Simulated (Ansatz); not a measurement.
Results of PBEsol in Ansatz (plane waves, PAW) for wurtzite InN.

Run with plane-wave cutoff 520 eV, 12×12×6 k mesh (along the axes of the cell as run), Fermi–Dirac smearing 0.01 eV, scalar-relativistic PAW data made under PBE.

The cell is scaled about its equilibrium volume:

Shape and atoms are relaxed at each volume.

```json
[
 {"V (Å³/atom)": "14.854", "P (GPa)": "6.09", "c (Å)": "5.632", "a (Å)": "3.490"},
 {"V (Å³/atom)": "15.164", "P (GPa)": "2.87", "c (Å)": "5.673", "a (Å)": "3.514"},
 {"V (Å³/atom)": "15.473", "P (GPa)": "0.00", "c (Å)": "5.713", "a (Å)": "3.537"},
 {"V (Å³/atom)": "15.783", "P (GPa)": "-2.57", "c (Å)": "5.753", "a (Å)": "3.560"},
 {"V (Å³/atom)": "16.092", "P (GPa)": "-4.86", "c (Å)": "5.792", "a (Å)": "3.582"}
]
```

Note: this level leaves the solid without a gap, although one is measured.

Ansatz is an electronic-structure program.
